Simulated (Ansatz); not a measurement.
A run of Ansatz 0.2.0 is set up as follows.

input.yaml

```yaml
crystal:
  lattice:
    - [0.0, 3.0702711986, 3.0702711986]
    - [3.0702711986, 0.0, 3.0702711986]
    - [3.0702711986, 3.0702711986, 0.0]
  atoms:
    - { symbol: Cd, position: [0.0, 0.0, 0.0] }
    - { symbol: Se, position: [0.25, 0.25, 0.25] }
hamiltonian:
  xc: pbe
  pseudopotentials: { kind: paw }
kpoints:
  mp_grid: { grid: [8, 8, 8] }
scf:
  occupations: { method: fermi_dirac, width: 0.05 }
output:
  forces: true
  stress: true
relax:
  f_tol: 0.01
  max_steps: 40
  cell: { stress_tol: 0.05 }
```

Potentials or basis: Ansatz PAW.

Command:

```bash
$ ansatz run input.yaml --threads 2 --pin off --max-ram 5632MiB --backend cpu --events-out ev --progress --plain --runs-dir out
```

Task: Predict the relaxed volume.

Result: 29.75 Å³/atom.

Task: Predict the space group after relaxing (to 0.05 Å).

Result: F-43m (No. 216).

Task: Predict the relaxed cell.

Result: a = 4.382 Å, b = 4.382 Å, c = 4.382 Å, α = 60.00°, β = 60.00°, γ = 60.00°.

Step by step:
```
step  energy change (eV)  largest force (eV/Å)  volume (Å³)
   1              0.0000                0.0000        57.88
   2             -0.0054                0.0000        59.90
   3             -0.0059                0.0000        59.49
   4             -0.0062                0.0000        59.49
```

Caveat: the plane-wave basis is chosen anew once the cell has moved, so the energies of steps on either side of that aren't comparable.
